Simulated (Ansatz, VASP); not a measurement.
# Al: VASP beside Ansatz

The input INCAR:

```
SYSTEM = Al
PREC = Accurate
ENCUT = 520
EDIFF = 1E-7
ISMEAR = -1
SIGMA = 0.1
LREAL = .False.
LASPH = .True.
NELM = 60
ALGO = Normal
ISIF = 2
LWAVE = .False.
LCHARG = .True.
GGA = PE
LELF = .True.
LVHAR = .True.
NBANDS = 10
```

KPOINTS

```
regular mesh
0
Gamma
  14 14 8
  0 0 0
```

POSCAR

```
Al
1.0
    2.7987239443      0.0000000000      0.0000000000
   -1.3993619721      2.4237660339      0.0000000000
    0.0000000000      0.0000000000      4.5090477411
Al
2
Direct
    0.3333333333      0.6666666667      0.2500000000
    0.6666666667      0.3333333333      0.7500000000
```

Input for Ansatz:

```yaml
crystal:
  lattice:
    - [2.7987239443, 0.0, 0.0]
    - [-1.3993619721, 2.4237660339, 0.0]
    - [0.0, 0.0, 4.5090477411]
  atoms:
    - { symbol: Al, position: [0.3333333333, 0.6666666667, 0.25] }
    - { symbol: Al, position: [0.6666666667, 0.3333333333, 0.75] }
hamiltonian:
  xc: pbe
  pseudopotentials:
    kind: paw
    azcp:
      Al: "pseudopotentials/Al.paw.azcp"
basis:
  ecutwfc: 420
  fft_grid_basis: typed
kpoints:
  mp_grid: { grid: [14, 14, 8], shift: [0, 0, 0] }
magnetization:
  spin_polarized: false
scf:
  occupations: { method: fermi_dirac, width: 0.1 }
  lower_state_search: "off"
output:
  stress: true
```

Alike in both runs: task single point; functional PBE; k mesh 14 × 14 × 8; occupations fermi-dirac, width 0.1 eV; no spin polarisation.

```csv
,VASP,Ansatz
version,VASP 6.6.1,Ansatz 0.2.0
potentials or method,"VASP PAW PBE potentials, release 64 (Al)","plane waves (420 eV) with PAW, scalar-relativistic"
plane-wave cutoff (eV),520,420
valence electrons in the cell,6,6
```

Ansatz gave:

| Item | Value |
| --- | --- |
| pressure (GPa) | 7.6 |
| largest component of the traceless stress (GPa) | 1.61 |

Question: Estimate VASP's values.

Answer: Pressure (GPa): 7.5; largest component of the traceless stress (GPa): 1.61.

With one functional, cell and mesh, what is left measures potentials, basis and numerics.
